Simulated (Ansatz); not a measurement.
**Nb: the crystal squeezed far**

How does Nb (simple hexagonal type) answer strong compression? The runs shown use PAW.

Method: DFT PBE, with the methods named in each step, in Ansatz 0.2.0.

## 1. The system as given

The structure is hexagonal, space group P6/mmm (No. 191). Conventional cell: a = 2.850 Å, b = 2.850 Å, c = 2.679 Å, α = 90.00°, β = 90.00°, γ = 120.00°. Around Nb (site symmetry 6/mmm) lie 8 Nb at 2.68 to 2.85 Å.

Structure file:

```
CELL_PARAMETERS angstrom
2.85031 0.00000 0.00000
-1.42516 2.46844 0.00000
0.00000 0.00000 2.67929
ATOMIC_POSITIONS crystal
Nb 0.00000 0.00000 0.00000
```

Whether this phase is the stable one at these pressures isn't tested.

## 2. Cell relaxed at zero pressure, PAW

input.yaml reads:

```yaml
crystal:
  lattice:
    - [2.8503111818, 0.0, 0.0]
    - [-1.4251555909, 2.4684418921, 0.0]
    - [0.0, 0.0, 2.6792925109]
  atoms:
    - { symbol: Nb, position: [0.0, 0.0, 0.0] }
kpoints:
  mp_grid: { grid: [15, 15, 14] }
scf:
  occupations: { method: fermi_dirac, width: 0.05 }
hamiltonian:
  xc: pbe
  pseudopotentials: { kind: paw }
output:
  forces: true
  stress: true
relax:
  f_tol: 0.005
  max_steps: 40
  cell: {}
```

The run is started by

```
> ansatz run input.yaml --threads 1 --pin off --max-ram 2048MiB --backend cpu --events-out ev --progress --plain --runs-dir out
```

After this run come: Volume scaled by 1, PAW; Shape and atoms relaxed at 0.95 of the volume, PAW; Volume scaled by 0.95, PAW; Volume scaled by 0.95, PAW (core large); Shape and atoms relaxed at 0.85 of the volume, PAW; Volume scaled by 0.85, PAW; Shape and atoms relaxed at 0.75 of the volume, PAW; Volume scaled by 0.75, PAW; Shape and atoms relaxed at 0.65 of the volume, PAW; Volume scaled by 0.65, PAW; Shape and atoms relaxed at 0.55 of the volume, PAW; Volume scaled by 0.55, PAW; Shape and atoms relaxed at 0.45 of the volume, PAW; Volume scaled by 0.45, PAW; Shape and atoms relaxed at 0.4 of the volume, PAW; Volume scaled by 0.4, PAW; Volume scaled by 0.4, PAW (cutoff 1000 eV).

**Question.** What will these runs give? Wanted: PAW pressure at 0.4 of the volume; fitted bulk modulus at zero pressure.

**Answer**, as computed:

| quantity | value |
| --- | --- |
| PAW pressure at 0.4 of the volume | 777.4 GPa |
| PAW (cutoff 1000 eV) pressure at 0.4 of the volume | 777.4 GPa |
| fitted bulk modulus at zero pressure (PAW) | 140 GPa |
| its pressure derivative | 3.92 |

What this shows: At 0.4 of the starting volume PAW gives 777 GPa. A third-order Birch-Murnaghan curve fits the range only roughly (B₀ = 140 GPa, B′ = 3.92, misfit at most 3.26 GPa). A fit over so wide a range leans to the high pressures, so B₀ can be off by several per cent. No all-electron run checks these rows here, and frozen cores can fail under such compression. The ions are at rest, and the electrons smeared by 0.05 eV.

At pressures up to 777 GPa the PAW spheres may overlap and frozen cores may not hold, so those PAW values are rough without an all-electron check.
